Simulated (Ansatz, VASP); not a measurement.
GaN: VASP beside Ansatz

```
Ga N
1.0
     0.00000    2.28269    2.28269
     2.28269    0.00000    2.28269
     2.28269    2.28269    0.00000
Ga N
1 1
Direct
  0.00000 0.00000 0.00000
  0.25000 0.25000 0.25000
```

Change from the starting cell: hydrostatic strain +1.5%.

Alike in both runs: task single point; functional r2SCAN; k mesh 10 × 10 × 10; no spin polarisation.

```csv
,VASP,Ansatz
version,VASP 6.6.1,Ansatz 0.2.0
potentials or method,"VASP PAW PBE potentials, release 64 (Ga_d, N)","plane waves, PAW"
plane-wave cutoff (eV),520,500
occupations,"gaussian, width 0.01 eV",fixed
valence electrons in the cell,18,18
```

|  | VASP | Ansatz | Ansatz less VASP |
| --- | --- | --- | --- |
| gap on the k mesh at the Fermi level (eV) | 1.86 | 1.87 | +0.006 |
| pressure (GPa) | -7.0 | -8.0 | -0.97 |

Caveats: the PAW data sets were made with another functional, which shifts forces and pressure a little (VASP).
